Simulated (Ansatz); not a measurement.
# CuO (Tenorite): the cost of one run

Method: DFT PBE, scalar-relativistic, plane waves, PAW, in Ansatz 0.2.0.

Spin polarisation is switched off on purpose; where the compound carries moments, volume, stiffness and gap are then not the real material's.

## (1) Starting point

It takes space group Cccm (No. 66, orthorhombic). Conventional cell: a = 4.163 Å, b = 4.177 Å, c = 5.152 Å, α = 90.00°, β = 90.00°, γ = 90.00°. Cu (site symmetry 2/m) has 4 O at 1.96 Å as nearest neighbours. O (site symmetry 222) is surrounded by 4 Cu at 1.96 Å.

Structure file:

```cif
data_structure
_symmetry_space_group_name_H-M 'P 1'
_symmetry_Int_Tables_number 1
_cell_length_a 2.9484
_cell_length_b 2.9484
_cell_length_c 5.1518
_cell_angle_alpha 90.012
_cell_angle_beta 90.012
_cell_angle_gamma 89.809
_cell_volume 44.79
loop_
_atom_site_label
_atom_site_type_symbol
_atom_site_fract_x
_atom_site_fract_y
_atom_site_fract_z
_atom_site_occupancy
Cu1 Cu 0.99425 0.49425 0.00185 1
Cu2 Cu 0.49425 0.99425 0.50185 1
O1 O 0.49433 0.49417 0.25185 1
O2 O 0.49417 0.49433 0.75185 1
```

An earlier run at PBE left this cell at 11.196 Å³/atom and 0.00 GPa (12×12×8 mesh).

Volume factors to run: 0.980, 1.020, 0.960, 1.040.

## (2) At 0.980 of the relaxed volume

The input, input.yaml:

```yaml
crystal:
  lattice:
    - [2.0678277942, -2.0674075788, 0.1637725866]
    - [2.0678277942, 2.0674075788, 0.1637725866]
    - [-0.4055535919, 0.0, 5.1011654347]
  atoms:
    - { symbol: Cu, position: [-0.00575, 0.49425, 0.00185] }
    - { symbol: Cu, position: [0.49425, -0.00575, 0.50185] }
    - { symbol: O, position: [0.4943316217, 0.4941683783, 0.25185] }
    - { symbol: O, position: [0.4941683783, 0.4943316217, 0.75185] }
basis:
  ecutwfc: 420
  ecutrho_ratio: 4
kpoints:
  mp_grid: { grid: [12, 12, 8] }
hamiltonian:
  xc: pbe
scf:
  occupations: { method: gaussian, width: 0.05 }
output:
  forces: true
  stress: true
  eigenvalues: true
relax:
  f_tol: 0.01
  max_steps: 40
  cell: { stress_tol: 0.1, fix: [volume] }
```

Launch:

```sh
$ ansatz run input.yaml --threads 1 --pin off --max-ram 2560MiB --backend cpu --events-out ev --progress --plain --runs-dir out
```

Q: Estimate wall time and peak memory on 1 thread of Intel Xeon 6975P-C (Granite Rapids), shared host.

About 42 s, with a peak of 0.63 GiB.
